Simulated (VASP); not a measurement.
# Ba (P4/mmm) in VASP: single point with r2SCAN

Aim: the single point of Ba with r2SCAN.

Program: VASP 6.6.1. These are calculated values, not measurements. Logs are shortened: lines on timing, memory, paths and dates and some standing lists are left out, and cuts for length are marked.

## (1) The crystal as given

Symmetry: P4/mmm, No. 123, tetragonal system. The conventional cell has a = 4.000 Å, b = 4.000 Å, c = 3.606 Å, α = 90.00°, β = 90.00°, γ = 90.00°. Ba (site symmetry 4/mmm) has 6 Ba at 3.61 to 4.00 Å as nearest neighbours.

This isn't the form of Ba at room conditions, which is bcc.

## (2) Single point, r2SCAN

File POSCAR:

```
Ba
1.0
    3.9996500000      0.0000000000      0.0000000000
    0.0000000000      3.9996500000      0.0000000000
    0.0000000000      0.0000000000      3.6055390000
Ba
1
Direct
    0.5000000000      0.5000000000      0.5000000000
```

File INCAR.step1:

```
SYSTEM = Ba
  ALGO = Normal
  EDIFF = 1E-4
  ENCUT = 520
  GGA = PE
  ISMEAR = 0
  LASPH = .TRUE.
  LCHARG = .FALSE.
  LREAL = .FALSE.
  LWAVE = .TRUE.
  NBANDS = 11
  NELM = 100
  PREC = Accurate
  SIGMA = 0.1
```

File INCAR.step2:

```
SYSTEM = Ba
  ALGO = Normal
  EDIFF = 1E-7
  ENCUT = 520
  ISIF = 2
  ISMEAR = 0
  ISTART = 1
  LASPH = .TRUE.
  LCHARG = .FALSE.
  LMIXTAU = .TRUE.
  LREAL = .FALSE.
  LWAVE = .FALSE.
  METAGGA = R2SCAN
  NBANDS = 11
  NELM = 100
  PREC = Accurate
  SIGMA = 0.1
```

File KPOINTS:

```
k-points
0
G
  4 4 6
  0 0 0
```

Potentials or basis: VASP PAW PBE potentials, release 64 (Ba_sv).

The run is started by

```sh
cat potpaw_PBE.64/Ba_sv/POTCAR > POTCAR
cp INCAR.step1 INCAR
mpirun -np 1 vasp_std > vasp.out
cp INCAR.step2 INCAR
mpirun -np 1 vasp_std > vasp.out
```

OUTCAR:

```text
SYSTEM = Ba
   EDIFF = 1E-7
   ENCUT = 520
   ISIF = 2
   ISMEAR = 0
   ISTART = 1
   LASPH = .TRUE.
   LREAL = .FALSE.
   METAGGA = R2SCAN
   NELM = 100
   PREC = Accurate

 ion  position               nearest neighbor table
   1  0.500  0.500  0.500-

  LATTYP: Found a simple tetragonal cell.
 ALAT       =     3.9996500000
 C/A-ratio  =     0.9014636281

  Lattice vectors:

 A1 = (   3.9996500000,   0.0000000000,   0.0000000000)
 A2 = (   0.0000000000,   3.9996500000,   0.0000000000)
 A3 = (   0.0000000000,   0.0000000000,   3.6055390000)

Analysis of symmetry for initial positions (statically):
=====================================================================
 Subroutine PRICEL returns:
 Original cell was already a primitive cell.

 Routine SETGRP: Setting up the symmetry group for a
 simple tetragonal supercell.

 Subroutine GETGRP returns: Found 16 space group operations
 (whereof 16 operations were pure point group operations)
 out of a pool of 16 trial point group operations.

The static configuration has the point symmetry D_4h.

Analysis of symmetry for dynamics (positions and initial velocities):
=====================================================================
 Subroutine PRICEL returns:
 Original cell was already a primitive cell.

 Routine SETGRP: Setting up the symmetry group for a
 simple tetragonal supercell.

 Subroutine GETGRP returns: Found 16 space group operations
 (whereof 16 operations were pure point group operations)
 out of a pool of 16 trial point group operations.

The dynamic configuration has the point symmetry D_4h.

 Subroutine INISYM returns: Found 16 space group operations
 (whereof 16 operations are pure point group operations),
 and found     1 'primitive' translations

----------------------------------------------------------------------------------------

                                     Primitive cell

  volume of cell :      57.6785

  direct lattice vectors                    reciprocal lattice vectors
     3.999650000  0.000000000  0.000000000     0.250021877  0.000000000  0.000000000
     0.000000000  3.999650000  0.000000000     0.000000000  0.250021877  0.000000000
     0.000000000  0.000000000  3.605539000     0.000000000  0.000000000  0.277351042

  length of vectors
     3.999650000  3.999650000  3.605539000     0.250021877  0.250021877  0.277351042

  position of ions in fractional coordinates (direct lattice)
     0.500000000  0.500000000  0.500000000

[... 80 lines left out ...]
   ISIF   =      2    stress and relaxation
   ISYM   =      2    0-nonsym 1-usesym 2-fastsym
   POTIM  = 0.5000    time-step for ionic-motion
   TEBEG  =    0.0;   TEEND  =   0.0 temperature during run
   PSTRESS=    0.0 pullay stress
   NELECT =      10.0000    total number of electrons
   NUPDOWN=      -1.0000    fix difference up-down
   EMIN   =  10.00;   EMAX   =-10.00  energy-range for DOS
   EFERMI =   0.00;   METHOD = LEGACY
   ISMEAR =     0;   SIGMA  =   0.10  broadening in eV -4-tet -1-fermi 0-gaus
   EFERMI_NEDOS =   21; number of points for ismear=-14 and -15
   IALGO  =     38    algorithm
   IMIX   =      4    mixing-type and parameters
     AMIX     =   0.40;   BMIX     =  1.00
     AMIX_MAG =   1.60;   BMIX_MAG =  1.00
  volume/ion in A,a.u.               =      57.68       389.23
  Fermi-wavevector in a.u.,A,eV,Ry     =   0.912858  1.725052 11.337878  0.833311
  Thomas-Fermi vector in A             =   2.037303
   LORBIT       =      0    0 simple, 1 ext, 2 COOP (PROOUT), +10 PAW based schemes
   METAGGA = R2SCAN    functional components
   LHFCALC =     F    Hartree Fock is set to
   AEXX    =    0.0000 exact exchange contribution
   IVDW    =     0    specifies the selected vdW correction
   LEPSILON=     F    determine dielectric tensor
   LRPA    =     F    only Hartree local field effects (RPA)
 non-spin polarized calculation
 Gauss-broadening in eV      SIGMA  =   0.10
  energy-cutoff  :      520.00
  volume of cell :       57.68
 maximum number of plane-waves:      1574
 NGX is ok and might be reduce to    30
   NGX = 15   NGY = 15   NGZ = 13

 number of electron       9.9999999 magnetization

 Free energy of the ion-electron system (eV)
  ---------------------------------------------------
  ext. energy  EPLUGINS =         0.00000000
  ---------------------------------------------------
  free energy    TOTEN  =       -26.11345604 eV

  energy without entropy =      -26.10990231  energy(sigma->0) =      -26.11167917

 E-fermi :   1.9613     XC(G=0):  -8.1095

 val. band max:        1.9075902091   @ k =   0.5000   0.0000   0.1667
 cond. band min:       2.0566218686   @ k =   0.0000   0.0000   0.0000
 fundamental gap:      0.1490316595
 Fermi energy:         1.9612937422

 k-point     1 :       0.0000    0.0000    0.0000
  band No.  band energies     occupation
      1     -28.2583      2.00000
      2     -12.6837      2.00000
      3     -12.6837      2.00000
      4     -12.3798      2.00000
      5      -0.6947      2.00000
      6       2.0566      0.17761
      7       2.0998      0.05022
      8       6.9270      0.00000
      9       7.7080      0.00000
     10       7.7080      0.00000
     11       9.8903      0.00000
[... 309 lines left out ...]
 k-point    24 :       0.5000    0.5000    0.5000
  band No.  band energies     occupation
      1     -27.9915      2.00000
      2     -13.6207      2.00000
      3     -13.0255      2.00000
      4     -13.0255      2.00000
      5       1.5682      2.00000
      6       1.5682      2.00000
      7       2.4405      0.00000
      8       6.1054      0.00000
      9       8.7051      0.00000
     10       9.6257      0.00000
     11       9.6550      0.00000

------------------------ aborting loop because EDIFF is reached ----------------------------------------

  FORCE on cell =-STRESS in cart. coord.  units (eV):
  Direction    XX          YY          ZZ          XY          YZ          ZX
  --------------------------------------------------------------------------------------
  -------------------------------------------------------------------------------------
  Total       -0.4288062     -0.4288062      1.2641550      0.0000000      0.0000000      0.0000000
  in kB      -11.9112526    -11.9112526     35.1153284      0.0000000      0.0000000      0.0000000
  external PRESSURE =       3.7642744 kB  Pullay stress =       0.0000000 kB

 VOLUME and BASIS-vectors are now :
 -----------------------------------------------------------------------------
  energy-cutoff  :      520.00
  volume of cell :       57.68
      direct lattice vectors                 reciprocal lattice vectors
     3.999650000  0.000000000  0.000000000     0.250021877  0.000000000  0.000000000
     0.000000000  3.999650000  0.000000000     0.000000000  0.250021877  0.000000000
     0.000000000  0.000000000  3.605539000     0.000000000  0.000000000  0.277351042

 POSITION                                       TOTAL-FORCE (eV/Angst)
 -----------------------------------------------------------------------------------
      1.99982      1.99982      1.80277         0.000000      0.000000      0.000000
 -----------------------------------------------------------------------------------
    total drift:                                0.000000      0.000000     -0.000000

  FREE ENERGIE OF THE ION-ELECTRON SYSTEM (eV)
  ---------------------------------------------------
  free  energy   TOTEN  =       -26.1134560377 eV

  energy  without entropy=      -26.1099023109  energy(sigma->0) =      -26.11167917
```

It took 29 s on 1 thread of Intel Xeon 6975P-C (Granite Rapids), shared host; peak memory 0.17 GiB.

Results:

| Quantity | Value |
| --- | --- |
| Free energy | -26.1135 eV |
| Pressure | 0.4 GPa |
| Band gap on the k mesh | none (metal or under the smearing width) |

Caveat: the k mesh is coarse (spacing up to 0.39 Å⁻¹), so the values aren't converged; the PAW data sets were made with another functional, which shifts forces and pressure a little. Spin-orbit coupling is left out, which matters for the levels of Ba.
